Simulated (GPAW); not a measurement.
Write an ASE script for GPAW 26.7.0 that does the following.

- Task: relaxation of cell and atoms
- Functional: RPBE
- Dispersion: D3(BJ)
- Potentials or basis: the program's PAW data sets (release 1.2.1) made for this functional
- Cutoff: 600 eV
- Basis: pw
- k mesh: 5 × 5 × 3
- Occupations: fermi-dirac, width 0.05 eV
- Spin: no spin polarisation
- Maxiter: 150
- Optimizer: BFGS
- Fmax: 0.05 eV/Å
- Max steps: 60

Crystal: CdS (Greenockite).

```xyz
4
Lattice="4.1500 0.0000 0.0000 -2.0750 3.5940 0.0000 0.0000 0.0000 6.7370" Properties=species:S:1:pos:R:3 pbc="T T T"
Cd    2.0750    1.1980    3.3685
Cd    0.0000    2.3960    0.0000
S     2.0750    1.1980    5.8949
S     0.0000    2.3960    2.5264
```

These files were run (other wordings do the same):

run.py

```python
from ase import Atoms
from ase.calculators.mixing import SumCalculator
from ase.filters import FrechetCellFilter
from ase.io import write
from ase.optimize import BFGS
from dftd3.ase import DFTD3
from gpaw import GPAW, PW

atoms = Atoms(['Cd', 'Cd', 'S', 'S'],
              cell=[[4.15, 0.0, 0.0],
                    [-2.075, 3.5940054257, 0.0],
                    [0.0, 0.0, 6.737]],
              scaled_positions=[[0.6666666667, 0.3333333333, 0.5],
                                [0.3333333333, 0.6666666667, 0.0],
                                [0.6666666667, 0.3333333333, 0.875],
                                [0.3333333333, 0.6666666667, 0.375]],
              pbc=True)

calc = GPAW(mode=PW(600),
            xc='RPBE',
            kpts={'size': (5, 5, 3), 'gamma': True},
            occupations={'name': 'fermi-dirac', 'width': 0.05},
            nbands=31,
            convergence={'density': 1e-05, 'energy': 1e-05},
            maxiter=150,
            txt='gpaw.txt')
atoms.calc = SumCalculator([calc, DFTD3(method='rpbe', damping='d3bj')])
opt = BFGS(FrechetCellFilter(atoms), trajectory='relax.traj', logfile='-')
done = opt.run(fmax=0.05, steps=60)
calc.write('gs.gpw')
write('result.traj', atoms)
print('Converged:', done)
print('Cell:', atoms.cell.cellpar().round(4))
print('Volume:', round(atoms.get_volume(), 4))
print(atoms.get_scaled_positions().round(5))
```

Potentials or basis: the program's PAW data sets (release 1.2.1) made for this functional, pw.

The run is started by

```console
$ OMP_NUM_THREADS=1 python run.py
```

It gave:

The relaxed volume is 23.23 Å³/atom, the relaxed cell is a = 4.045 Å, b = 4.045 Å, c = 6.559 Å, α = 90.00°, β = 90.00°, γ = 120.00° and the space group after relaxing (to 0.05 Å) is P6_3mc (No. 186). The energy gained by relaxing is 28.8 meV/atom. The ionic steps are 6. The pressure after relaxing is 0.0 GPa. The largest force after relaxing is 0.017 eV/Å. The band gap on the k mesh is 1.54 eV, direct and the dispersion energy per atom is -1.259 eV.

Caveat: later steps reuse the first step's grids.

Run time: 96 s on 1 thread of Arm Neoverse V2, on a shared host, peak memory 0.23 GiB.
